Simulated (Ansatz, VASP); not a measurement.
Pb: VASP beside Ansatz

The input INCAR:

```
SYSTEM = Pb
ALGO = Normal
EDIFF = 1E-7
ENCUT = 520
GGA = PE
ISIF = 2
ISMEAR = 0
LASPH = .True.
LCHARG = .False.
LREAL = .False.
LWAVE = .False.
NBANDS = 36
NELM = 100
PREC = Accurate
SIGMA = 0.1
```

File KPOINTS:

```
k-points
0
Gamma
  4 4 4
  0 0 0
```

POSCAR

```
Pb
1.0
    0.0000000000      3.3795498488      5.7315076807
    2.8573976211      0.0000000000      5.7315076807
    2.8573976211      3.3795498488      0.0000000000
Pb
4
Direct
    0.7884297761      0.7884297761      0.2115702239
    0.2115702239      0.2115702239      0.7884297761
    0.2824988450      0.7175011550      0.2824988450
    0.7175011550      0.2824988450      0.7175011550
```

Input for Ansatz:

```yaml
crystal:
  lattice:
    - [0.0, 3.3795498488, 5.7315076807]
    - [2.8573976211, 0.0, 5.7315076807]
    - [2.8573976211, 3.3795498488, 0.0]
  atoms:
    - { symbol: Pb, position: [0.7884297761, 0.7884297761, 0.2115702239] }
    - { symbol: Pb, position: [0.2115702239, 0.2115702239, 0.7884297761] }
    - { symbol: Pb, position: [0.282498845, 0.717501155, 0.282498845] }
    - { symbol: Pb, position: [0.717501155, 0.282498845, 0.717501155] }
basis:
  ecutwfc: 420
kpoints:
  mp_grid: { grid: [4, 4, 4] }
hamiltonian:
  xc: pbe
scf:
  occupations: { method: gaussian, width: 0.1 }
output:
  forces: true
  stress: true
  eigenvalues: true
```

Alike in both runs: task single point; functional PBE; k mesh 4 × 4 × 4; occupations gaussian, width 0.1 eV; no spin polarisation.

|  | VASP | Ansatz |
| --- | --- | --- |
| version | VASP 6.6.1 | Ansatz 0.2.0 |
| potentials or method | VASP PAW PBE potentials, release 64 (Pb_d) | scalar-relativistic, plane waves, PAW |
| plane-wave cutoff (eV) | 520 | 420 |
| valence electrons in the cell | 56 | 56 |

```tsv
	VASP	Ansatz	Ansatz less VASP
gap on the k mesh at the Fermi level (eV)	none	none	-
pressure (GPa)	11.5	11.6	+0.07
largest component of the traceless stress (GPa)	5.48	5.50	+0.015
rms of the force components (eV/Å)	0.146	0.145	-0.0007
```

Atom by atom the forces differ by 0.001 eV/Å (rms over components). A gap of «none» marks a metal or a gap that the smearing closes.

Caveats: the k mesh is coarse (spacing up to 0.39 Å⁻¹), so the values aren't converged. The runs have no spin-orbit coupling, so splittings on Pb are missing.
